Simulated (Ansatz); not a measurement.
Take Ti3SiC2 (space group P6_3/mmc, No. 194; a = 3.073 Å, c = 17.723 Å) as the base. Axes: x lies along a and z along c of the hexagonal cell.

Level of theory: PBE/PAW in Ansatz (an electronic-structure program), no SOC.

Before the change:

| Property | Value |
|---|---|
| Volume per atom | 12.08 Å³ |
| Band gap | zero |
| Pressure | 0.0 GPa |

Perturbation: tensile biaxial strain of 0.94 % in the plane normal to [001], as in epitaxy on a mismatched substrate; the out-of-plane cell vector and the atoms relax.

### Question
What does the calculation give for the volume per atom after the change?

### Answer
The volume per atom goes up by 0.16 Å³, from 12.08 Å³ to 12.24 Å³.

### Question
What happens to the band gap?

### Answer
The band gap stays zero.

### Question
How does this affect the pressure?

### Answer
The pressure (mean of the normal stresses, compression positive) goes from zero to -2.4 GPa.

Without a gap, meshes like the base's 14×14×3 leave anisotropic stresses uncertain by several tenths of a GPa, and small strain energies with them. Whether these cells are dynamically stable was not tested. The final runs are not spin-polarised.
